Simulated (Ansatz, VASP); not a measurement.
# Two plane-wave programs on PtS2

INCAR

```
  PREC = Accurate
  ENCUT = 520
  EDIFF = 1E-6
  ISMEAR = -1
  SIGMA = 0.02
  LREAL = F
  LASPH = T
  NELM = 60
  ALGO = Normal
  ISIF = 2
  LWAVE = F
  LCHARG = T
  GGA = PE
  LELF = T
  LVHAR = T
  NBANDS = 18
```

Contents of KPOINTS:

```
Automatic mesh
0
Gamma
  8 8 8
```

The input POSCAR:

```
PtS2
1.0
    1.7175087220      0.9916041230      5.6575555288
   -1.7175087220      0.9916041230      5.6575555288
    0.0000000000     -1.9832082460      5.6575555288
Pt S
1 2
Direct
    0.0000000000      0.0000000000      0.0000000000
    0.2569923297      0.2569923297      0.2569923297
    0.7430076703      0.7430076703      0.7430076703
```

Input for Ansatz:

```yaml
crystal:
  lattice:
    - [1.717508722, 0.991604123, 5.6575555288]
    - [-1.717508722, 0.991604123, 5.6575555288]
    - [0.0, -1.983208246, 5.6575555288]
  atoms:
    - { symbol: Pt, position: [0.0, 0.0, 0.0] }
    - { symbol: S, position: [0.2569923297, 0.2569923297, 0.2569923297] }
    - { symbol: S, position: [0.7430076703, 0.7430076703, 0.7430076703] }
kpoints:
  mp_grid: { grid: [8, 8, 8] }
  band_path:
    path:
      - [0.0, 0.0, 0.0]
      - [0.5, 0.5, 0.5]
      - [0.8106532132, 0.1893467868, 0.5]
      - [0.5, -0.1893467868, 0.1893467868]
      - [0.5, 0.0, 0.0]
      - [0.3446733934, -0.3446733934, 0.0]
      - [0.6553266066, 0.0, 0.3446733934]
      - [0.5, 0.0, 0.5]
      - [0.25, 0.25, -0.5]
      - [0.260417, 0.260417, 0.442708]
      - [0.0, 0.242188, -0.242188]
    npoints: 1
hamiltonian:
  xc: pbe
scf:
  occupations: { method: fermi_dirac, width: 0.02 }
  n_extra_bands: 4
output:
  forces: true
  stress: true
  eigenvalues: true
```

Change from the starting cell: epitaxial_xy strain -2.7%.

Alike in both runs: task single point; functional PBE; k mesh 8 × 8 × 8; occupations fermi-dirac, width 0.02 eV; no spin polarisation.

|  | VASP | Ansatz |
| --- | --- | --- |
| version | VASP 6.6.1 | Ansatz 0.2.0 |
| potentials or method | VASP PAW PBE potentials, release 64 (Pt, S) | plane waves, PAW |
| plane-wave cutoff (eV) | 520 | 420 |
| valence electrons in the cell | 22 | 30 |

|  | VASP | Ansatz | Ansatz less VASP |
| --- | --- | --- | --- |
| gap on the k mesh at the Fermi level (eV) | 1.04 | 1.04 | -0.002 |
| pressure (GPa) | 7.2 | 7.7 | +0.49 |
| largest component of the traceless stress (GPa) | 4.69 | 4.78 | +0.093 |
| rms of the force components (eV/Å) | 0.024 | 0.045 | +0.0210 |

Atom by atom the forces differ by 0.021 eV/Å (rms over components). The two sets of potentials don't hold the same shells in valence.

Caveats: spin-orbit coupling is left out, which moves the levels of the heavy elements. A k mesh can miss the band edges.
